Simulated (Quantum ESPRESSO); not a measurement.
Runs of Quantum ESPRESSO 7.5 on Re. Symmetry: P6_3/mmc, No. 194, hexagonal system. The conventional cell has a = 2.761 Å, b = 2.761 Å, c = 4.458 Å, α = 90.00°, β = 90.00°, γ = 120.00°. Re (site symmetry -6m2) is surrounded by 12 Re at 2.74 to 2.76 Å. 

| task | level | potentials or basis | cell | k mesh | cutoff (eV) | SCF threshold | form of the LDA correlation | symmetry | mesh quality | gap on the mesh (eV) | pressure (GPa) | V0 of scaled cells (Å³/atom) | B0 (GPa) |
| --- | --- | --- | --- | --- | --- | --- | --- | --- | --- | --- | --- | --- | --- |
| single point | PBEsol | GBRV 1.5 PBEsol | atoms moved at random, drawn with an rms of 0.05 Å | 11 × 11 × 6 | 612 | 4e-10 Ry | - | - | not flagged | none | -2.8 | - | - |
| equation of state | PBEsol | GBRV 1.5 PBEsol | as given | 11 × 11 × 6 | 612 | 4e-10 Ry | - | - | not flagged | - | - | 14.56 | 390 |
| band structure | PBEsol | GBRV 1.5 PBEsol | as given | 11 × 11 × 6 | 612 | 4e-10 Ry | - | - | not flagged | none | -4.3 | - | - |
| single point | PBEsol | GBRV 1.5 PBEsol | as given | 11 × 11 × 6 | 612 | 4e-10 Ry | - | - | not flagged | none | -4.3 | - | - |
| equation of state | LDA | GBRV 1.5 LDA | as given | 11 × 11 × 6 | 612 | 4e-10 Ry | PZ81 | - | not flagged | - | - | (a) | 403 |
| equation of state | r2SCAN | SG15 PBE 1.2 | as given | 7 × 7 × 4 | 952 | 1e-08 Ry | - | off | coarse | - | - | (b) | 392 |

Alike in all rows: no spin polarisation; smearing fermi-dirac 0.05 eV.

Problem. Fill in the values left out.

Solution. (a) 14.35; (b) 14.74.

Caveats: some runs use coarse meshes; the cell was scaled at fixed shape and fractional positions, which overstates the stiffness of a crystal with free parameters, most of all of layers and chains (some runs); spin-orbit coupling is left out, which moves the levels of the heavy elements (some runs); the potentials were made for another functional, which shifts forces and pressure (some runs).

A k mesh can miss the band edges, and the runs leave out spin-orbit coupling on Re.

A gap of «none» marks a metal or a gap under the smearing width.
